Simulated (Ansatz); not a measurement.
# HfN (P6_3/mmc) in Ansatz: a series of runs

The runs below take HfN through elastic constants, density of states, with PBEsol.

Everything below comes from runs of Ansatz 0.2.0. Logs are shortened: lines on timing, memory, paths and dates and some standing lists are left out, and cuts for length are marked.

## (1) Starting point

It takes space group P6_3/mmc (No. 194, hexagonal). Conventional cell: a = 3.134 Å, b = 3.134 Å, c = 5.417 Å, α = 90.00°, β = 90.00°, γ = 120.00°. Around Hf (site symmetry -6m2) lie 6 N at 2.26 Å. Around N (site symmetry -3m) lie 6 Hf at 2.26 Å.

The cell comes from a database or a generator and needn't be the stable form of this composition.

## (2) Elastic constants, PBEsol

input.yaml reads:

```yaml
crystal:
  lattice:
    - [3.1339080219, 0.0, 0.0]
    - [-1.566954011, 2.7140439601, 0.0]
    - [0.0, 0.0, 5.41676772]
  atoms:
    - { symbol: Hf, position: [0.3333333333, 0.6666666667, 0.25] }
    - { symbol: Hf, position: [0.6666666667, 0.3333333333, 0.75] }
    - { symbol: "N", position: [0.0, 0.0, 0.5] }
    - { symbol: "N", position: [0.0, 0.0, 0.0] }
hamiltonian:
  xc: pbesol
  pseudopotentials: { kind: paw }
kpoints:
  mp_grid: { grid: [8, 8, 4] }
scf:
  occupations: { method: fermi_dirac, width: 0.05 }
output:
  forces: true
  stress: true
elastic:
  mode: relaxed_ion
  stencil: two_point
```

Potentials or basis: Ansatz PAW.

Started as:

```console
$ ansatz run input.yaml --threads 2 --pin off --max-ram 5632MiB --backend cpu --events-out ev --progress --plain --runs-dir out
```

Standard output:

```text
Warning: RAYON_NUM_THREADS=2 ignored (pool sized by the plan → 2); use --threads N
Engine: ansatz 0.2.0, x86_64-unknown-linux-gnu
Pseudopotentials: kind: paw
Pseudopotential: Hf, paw, valence charge 26, recommended cutoff 420 eV (normal), Hf.paw.azcp
Pseudopotential: N, paw, valence charge 5, recommended cutoff 420 eV (normal), N.paw.azcp
Functional definition: PBEsol
  exchange = pbesol_x
  correlation = pbesol_c
Crystal: 4 atoms, lattice volume = 46.073 Å³
Basis set: ecut = 420 eV, 895 PW (Γ), exchange–correlation on 48×48×80 points (8 copies of the dense FFT grid, shifted against one another)
Bands: 38, of which v1, the nominal top of the filled ones, is band 31 counted from 1 (30 counted from 0)
Symmetry: 24 space group operations
Space group: P63/mmc (ITA 194), of the structure as read, at distance tolerance 3.6e-5 Å
k-points: 30 of 256
Non-local potential: Hf, projectors of the file, l = 0: 3, l = 1: 2, l = 2: 2, l = 3: 3
Non-local potential: N, projectors of the file, l = 0: 2, l = 1: 2, l = 2: 1
PAW form: soft (Blöchl's): semilocal exchange-correlation on the pseudo side does not see the compensation charge
PAW frozen core: Hf, regenerated for the run's functional, and the local potential with it (the file was generated under x = pbe(κ = 0.804, μ = 0.2195149727645171), c = pbe(β = 0.06672455060314922))
PAW frozen core: N, regenerated for the run's functional, and the local potential with it (the file was generated under x = pbe(κ = 0.804, μ = 0.2195149727645171), c = pbe(β = 0.06672455060314922))
PAW one-centre angular grid: Hf, 590 points (default); XC on 64 Gauss nodes
PAW one-centre angular grid: N, 110 points (default); XC on 64 Gauss nodes
Initial density: superposition of atomic densities (neutral atoms: chi_scale 0, normalization atom), corrected by the library's trained network
Initial wavefunctions: pseudopotential atomic-orbital guess
Functional: x = pbesol(κ = 0.804, μ = 0.12345679012345678), c = pbesol(β = 0.046)
SCF iter   1: F=—  HF=-31960.379214 eV  |F-HF|=—  |Δ(HF+E_count)|=         —  Δρ=8.54e-3  dr2=2.69e-2  ethr=1.77e-3  ⟨swp⟩=5.2  Hψ=3631  notcnv=0  defer=9
preconditioner: auto → Kerker (q_TF=auto, 2.867 Å⁻¹)  [metal: Δε(μ)=0.038 eV  Ē_g=18.326 eV  σ=0.050 eV  W_gap=0.19  n_scr=22 (ndim 8)  ℏωp=41.7 eV  f_vac=0.000  D(μ)=2.57/eV (n_scr^D=22)]
SCF iter   2: F=—  HF=-31960.373561 eV  |F-HF|=—  |Δ(HF+E_count)|=   5.65e-3  Δρ=3.24e-3  dr2=3.09e-3  ethr=4.33e-5  ⟨swp⟩=2.0  Hψ=1638  notcnv=0  defer=44
SCF iter   3: F=—  HF=-31960.373214 eV  |F-HF|=—  |Δ(HF+E_count)|=   3.47e-4  Δρ=1.22e-3  dr2=5.35e-4  ethr=4.98e-6  ⟨swp⟩=2.0  Hψ=1663  notcnv=0  defer=44
SCF iter   4: F=—  HF=-31960.373128 eV  |F-HF|=—  |Δ(HF+E_count)|=   8.60e-5  Δρ=2.68e-4  dr2=3.21e-5  ethr=8.63e-7  ⟨swp⟩=2.0  Hψ=2020  notcnv=0  defer=44
SCF iter   5: F=—  HF=-31960.373123 eV  |F-HF|=—  |Δ(HF+E_count)|=   5.14e-6  Δρ=7.60e-5  dr2=2.14e-6  ethr=5.17e-8  ⟨swp⟩=2.0  Hψ=1965  notcnv=0  defer=44
SCF iter   6: F=—  HF=-31960.373119 eV  |F-HF|=—  |Δ(HF+E_count)|=   4.57e-6  Δρ=2.77e-5  dr2=2.21e-7  ethr=3.44e-9  ⟨swp⟩=2.7  Hψ=2177  notcnv=0  defer=44
SCF iter   7: F=—  HF=-31960.373119 eV  |F-HF|=—  |Δ(HF+E_count)|=   1.20e-7  Δρ=1.09e-5  dr2=4.16e-8  ethr=3.57e-10  ⟨swp⟩=2.1  Hψ=2026  notcnv=0  defer=44
SCF iter   8: F=—  HF=-31960.373119 eV  |F-HF|=—  |Δ(HF+E_count)|=   1.80e-8  Δρ=2.87e-6  dr2=3.96e-9  ethr=6.71e-11  ⟨swp⟩=2.0  Hψ=2010  notcnv=0  defer=44
SCF iter   9: F=—  HF=-31960.373119 eV  |F-HF|=—  |Δ(HF+E_count)|=  4.66e-10  Δρ=8.85e-7  dr2=3.10e-10  ethr=6.39e-12  ⟨swp⟩=2.1  Hψ=2025  notcnv=0  defer=44
SCF iter  10: F=—  HF=-31960.373119 eV  |F-HF|=—  |Δ(HF+E_count)|=  1.20e-10  Δρ=1.28e-7  dr2=5.75e-12  ethr=5.00e-13 (applied; sched 1.00e-12)  ⟨swp⟩=2.2  Hψ=2027  notcnv=0  defer=46
SCF iter  11: F=—  HF=-31960.373119 eV  |F-HF|=—  |Δ(HF+E_count)|=  3.64e-12  Δρ=2.43e-8  dr2=2.37e-13  ethr=9.28e-15 (applied; sched 1.00e-12)  ⟨swp⟩=2.3  Hψ=1953  notcnv=0  defer=51
SCF iter  12: F=-31960.373119 eV  HF=-31960.373119 eV  |F-HF|=1.46e-11  |Δ(HF+E_count)|=  7.28e-12  Δρ=7.12e-9  dr2=1.58e-14  ethr=1.00e-12  ⟨swp⟩=9.1  Hψ=5139  notcnv=0
SCF 1 converged in 12 iterations: F = -31960.373119 eV  dr2 = 1.58e-14
Crystal: 4 atoms, lattice volume = 45.981 Å³
Symmetry: 8 space group operations
k-points: 63 of 256
Initial density: handed on by an earlier stage of this run
Initial wavefunctions: pseudopotential atomic-orbital guess (no wavefunctions were taken with the density)
iter 1 solved again at ethr=2.83e-5 eV; its pass at ethr=3.10e-3 eV (dr2=1.75e-2 eV) is discarded
SCF iter   1: F=—  HF=-31960.382910 eV  |F-HF|=—  |Δ(HF+E_count)|=         —  Δρ=8.68e-3  dr2=1.74e-2  ethr=2.83e-5  ⟨swp⟩=2.0  Hψ=10941  notcnv=0
[... 194 lines left out ...]
SCF iter   3: F=—  HF=-31960.373035 eV  |F-HF|=—  |Δ(HF+E_count)|=  7.28e-12  Δρ=1.17e-7  dr2=1.06e-12  ethr=4.91e-15 (applied; sched 1.00e-12)  ⟨swp⟩=2.0  Hψ=3173  notcnv=0
SCF iter   4: F=—  HF=-31960.373035 eV  |F-HF|=—  |Δ(HF+E_count)|=  7.28e-12  Δρ=7.67e-8  dr2=4.27e-13  ethr=1.71e-15 (applied; sched 1.00e-12)  ⟨swp⟩=1.0  Hψ=2966  notcnv=0
SCF iter   5: F=—  HF=-31960.373035 eV  |F-HF|=—  |Δ(HF+E_count)|=  3.64e-12  Δρ=4.94e-8  dr2=1.85e-13  ethr=6.88e-16 (applied; sched 1.00e-12)  ⟨swp⟩=1.0  Hψ=2964  notcnv=0
SCF iter   6: F=-31960.373035 eV  HF=-31960.373035 eV  |F-HF|=3.64e-12  |Δ(HF+E_count)|=  3.64e-12  Δρ=3.00e-8  dr2=7.12e-14  ethr=1.00e-12  ⟨swp⟩=4.2  Hψ=9746  notcnv=0
SCF 19 converged in 6 iterations: F = -31960.373035 eV  dr2 = 7.12e-14
SCF converged after 12 iterations
Free energy (F): -31960.373119 eV
Harris-Foulkes:  -31960.373119 eV  (|F-HF|=1.46e-11)
Internal energy: -31960.354385 eV  (E = F + TS)
E sigma→0 (E₀):  -31960.363752 eV
Entropy (-TS):   -0.018734 eV (-4.684 meV/atom)
Fermi energy:    23.113894 eV
--- Per-component energies (eV) ---
  E_band       = 355.346468
  E_kinetic    = 1113.037903
  E_local      = -9450.882420  (includes V_loc(G=0)·N_el)
  E_nonlocal   = -2385.296841
  E_hartree    = 4482.386852
  E_xc         = -717.575537
  E_vxc        = -688.422741  (∫ρ·V_xc dr)
  E_paw        = -13859.156891  (= ΣΔE_a)
  E_vpaw       = 2802.136675  (= ΣTr[D̂ρ^β])
  E_aug_tail   = 0.000187  (compensation charges beyond the density's cutoff)
  E_ewald      = -11145.426019
  E_core_change = 2.558381  (= ΣΔE_core)
  E_smearing   = -0.018734  (= −TS)
  E_closure    = -0.000000  (closes the sum)
  Σ components = -31960.373119   (vs F -31960.373119, Δ=0.00e0)
--- Forces (eV/Å), atoms counted from 1 ---
  atom   1  Hf     0.00000000     0.00000000     0.00000000
  atom   2  Hf    -0.00000000    -0.00000000     0.00000000
  atom   3  N      0.00000000    -0.00000000     0.00000000
  atom   4  N      0.00000000    -0.00000000    -0.00000000
  max |Σ_I F_I| component: 2.63e-31 eV/Å
--- Stress (GPa, compression-positive) ---
       -2.040667      -0.000000       0.000000
        0.000000      -2.040667       0.000000
        0.000000       0.000000      -2.398564
  P = ⅓ Tr σ = -2.1600 GPa (-21.600 kbar)
--- Band table (eV; the first three rows and the last of 30) ---
  k-point 0: bands = ["-39.0043", "-38.9558", "-8.3758", "-7.5028", "-7.4087", "-7.4087", "-7.3478", "-7.3478", "6.1627", "9.0587", "11.0490", "11.0535", "11.0634", "11.0634", "11.1108", "11.1239", "11.1239", "11.1261", "11.1261", "11.1460", "11.1460", "11.1946", "11.1966", "11.2361", "14.6530", "18.5370", "18.5370", "19.7595", "19.7595", "21.5981", "22.6222", "23.9626", "23.9626", "24.3671", "25.0904", "25.0904", "25.3509", "28.8816"]
  k-point 1: bands = ["-38.9972", "-38.9629", "-8.2574", "-7.6413", "-7.3998", "-7.3998", "-7.3567", "-7.3567", "6.5129", "8.5065", "11.0612", "11.0646", "11.0650", "11.0650", "11.1021", "11.1021", "11.1126", "11.1371", "11.1371", "11.1571", "11.1571", "11.1808", "11.1949", "11.1963", "15.4760", "18.6127", "18.6127", "19.4244", "19.4244", "19.6630", "23.9136", "24.6995", "24.6995", "25.0949", "25.4089", "25.6355", "25.6355", "28.1887"]
  k-point 2: bands = ["-38.9801", "-38.9801", "-7.9593", "-7.9593", "-7.3783", "-7.3783", "-7.3783", "-7.3783", "7.4234", "7.4234", "11.0756", "11.0756", "11.0771", "11.0771", "11.0771", "11.0771", "11.1249", "11.1249", "11.1546", "11.1546", "11.1546", "11.1546", "11.1956", "11.1956", "17.3522", "17.3522", "18.9077", "18.9077", "18.9077", "18.9077", "25.1109", "25.1109", "26.1554", "26.1554", "26.1554", "26.1554", "26.2966", "26.2966"]
  k-point 29: bands = ["-38.9229", "-38.9229", "-8.1321", "-8.1321", "-7.9003", "-7.9003", "-7.5886", "-7.5886", "8.2148", "8.2148", "11.1031", "11.1031", "11.1077", "11.1077", "11.1175", "11.1175", "11.1283", "11.1283", "11.1374", "11.1374", "11.1606", "11.1606", "11.2138", "11.2138", "16.1475", "16.1475", "18.2361", "18.2361", "18.8842", "18.8842", "23.6032", "23.6032", "26.6068", "26.6068", "28.9533", "28.9533", "29.3509", "29.3509"]
--- Elastic constants: 3 strain directions × 2 members + reference (group order 24) ---
  dense FFT box of the reference and of every strained cell: 24×24×40
  strains applied: 11, 33, 23; error gains: componentwise 1.00 (the most a stress slope's error grows in a printed constant), spectral 1.41 (1 for all six strains in a standard setting)
  C = ∂σ_k/∂η_j (tension-positive GPa; Voigt order 11 22 33 23 13 12):
       508.689    144.642    148.095      0.000      0.000     -0.000
       144.642    508.689    148.095      0.000      0.000     -0.000
       148.040    148.040    521.380      0.000      0.000     -0.000
         0.000      0.000      0.000     72.870      0.000      0.000
         0.000      0.000      0.000      0.000     72.870      0.000
         0.000     -0.000      0.000      0.000      0.000    182.023
  reference stress σ⁰ (GPa):      2.041      2.041      2.399     -0.000     -0.000      0.000
  C* (energy form; C + prestress term) asymmetry max|C*_kj − C*_jk| = 3.033e-1 GPa — a small one proves nothing (zero by symmetry where the batch's group is 432, −43m or m−3m); a large one is finite-difference/SCF noise where every solve meets its electron count
  moduli (Voigt/Reuss/Hill, GPa): K = 268.92/268.87/268.90   G = 138.75/113.97/126.36   E = 327.75   ν = 0.297
  mechanically stable: yes (min eigenvalue of sym C = 72.87 GPa)
  the stresses are not corrected for the forces that the relaxations left standing (`elastic.f_tol`)
  strain η (Voigt 11):  stress-route row diagonal C_11 = 508.69 GPa, energy-path curvature d²(F+E_count+ΔE)/dδ²/Ω₀ = 508.84 GPa
         δ    σ_11 (GPa)             F (eV)   n_scf  n_hpsi   n_pw
    -2.000e-3       1.0166      -31960.3739439       6   33106    920   relax 3 steps, max|allowed force component| 4.60e-8 eV/Å
     2.000e-3       3.0513      -31960.3716499       6   33385    920   relax 3 steps, max|allowed force component| 8.93e-8 eV/Å
  strain η (Voigt 33):  stress-route row diagonal C_33 = 521.38 GPa, energy-path curvature d²(F+E_count+ΔE)/dδ²/Ω₀ = 520.50 GPa
         δ    σ_33 (GPa)             F (eV)   n_scf  n_hpsi   n_pw
    -2.000e-3       1.3539      -31960.3740799      10   25627    920   relax 0 steps, max|allowed force component| 1.06e-16 eV/Å
     2.000e-3       3.4395      -31960.3714912       7   20516    920   relax 0 steps, max|allowed force component| 1.13e-16 eV/Å
  strain η (Voigt 23):  stress-route row diagonal C_44 = 72.87 GPa, energy-path curvature d²(F+E_count+ΔE)/dδ²/Ω₀ = 73.48 GPa
         δ    σ_23 (GPa)             F (eV)   n_scf  n_hpsi   n_pw
    -2.000e-3      -0.1457      -31960.3730352       6   40867    920   relax 3 steps, max|allowed force component| 6.85e-6 eV/Å
     2.000e-3       0.1457      -31960.3730352       6   40838    920   relax 3 steps, max|allowed force component| 6.86e-6 eV/Å
```

It took 30 s on 2 threads of Intel Xeon 6975P-C (Granite Rapids), shared host; peak memory 0.46 GiB.

Results:

- Free energy: -31960.3731 eV
- Pressure: -2.2 GPa
- Band gap on the k mesh: none (metal or under the smearing width)
- Voigt bulk modulus: 269 GPa

Stress tensor (GPa, compression positive):
```
-2.04  0.00  0.00
 0.00 -2.04  0.00
 0.00  0.00 -2.40
```

Elastic tensor in Voigt notation (GPa, in the Cartesian axes of the cell as first typed):
```
509 145 148   0   0   0
145 509 148   0   0   0
148 148 521   0   0   0
  0   0   0  73   0   0
  0   0   0   0  73   0
  0   0   0   0   0 182
```

Caveat: elastic constants of metals need much finer meshes, so these are rough; the pressure holds a Pulay correction of +0.5 GPa for the finite cutoff; the PAW data sets come from PBE, with cores solved anew for the run's functional, which leaves a small shift of forces and pressure.

## (3) Density of states, PBEsol

input.yaml, as its differences from that of step 2:

```diff
@@ -17,2 +17,3 @@
   occupations: { method: fermi_dirac, width: 0.05 }
+  n_extra_bands: 10
 output:
@@ -20,4 +21,3 @@
   stress: true
-elastic:
-  mode: relaxed_ion
-  stencil: two_point
+  eigenvalues: true
+  dos: { projected: false, de: 0.05, nscf_kmesh: { grid: [12, 12, 6] } }
```

Potentials or basis: Ansatz PAW.

Started as:

```console
$ ansatz run input.yaml --threads 2 --pin off --max-ram 5632MiB --backend cpu --events-out ev --progress --plain --runs-dir out
```

Run time: 2 s. Hardware: 2 threads of Intel Xeon 6975P-C (Granite Rapids), shared host; peak memory 0.39 GiB.

The run converged. Its results:

```
Free energy                          : -31960.3731 eV
Pressure                             : -2.2 GPa
Band gap on the k mesh               : none (metal or under the smearing width)
Density of states at the Fermi level : 0.93 states/eV per cell
```

Stress tensor (GPa, compression positive):
```
-2.04  0.00  0.00
 0.00 -2.04  0.00
 0.00  0.00 -2.40
```

Levels at points of the mesh, in eV from the Fermi level:
| k point | band 28 | band 29 | band 30 | band 31 | band 32 | band 33 | band 34 | band 35 |
| --- | --- | --- | --- | --- | --- | --- | --- | --- |
| (0.00, 0.00, 0.00) | -3.35 | -3.35 | -1.52 | -0.49 | 0.85 | 0.85 | 1.25 | 1.98 |
| (0.00, 0.00, -0.50) | -4.21 | -4.21 | -4.21 | 2.00 | 2.00 | 3.04 | 3.04 | 3.04 |
| (0.00, -0.50, 0.00) | -5.33 | -3.06 | -2.67 | -2.24 | 2.60 | 2.91 | 4.58 | 4.79 |
| (0.00, -0.50, -0.50) | -5.33 | -4.30 | -4.30 | -0.10 | -0.10 | 4.88 | 4.88 | 4.94 |

States per cell in windows of 1 eV (zero at the Fermi level; states under -8 eV left out):
```csv
from (eV),total
-8.0,1.12
-7.0,2.22
-6.0,3.20
-5.0,3.47
-4.0,1.50
-3.0,0.55
-2.0,0.91
-1.0,0.94
0.0,1.21
1.0,1.01
2.0,1.36
3.0,3.00
4.0,3.13
5.0,4.44
6.0,2.70
7.0,1.95
```

Caveat: the pressure holds a Pulay correction of +0.5 GPa for the finite cutoff; the PAW data sets come from PBE, with cores solved anew for the run's functional, which leaves a small shift of forces and pressure; the density of states is complete only up to the lowest level of the last band computed. Spin-orbit coupling is left out, which matters for the levels of Hf.
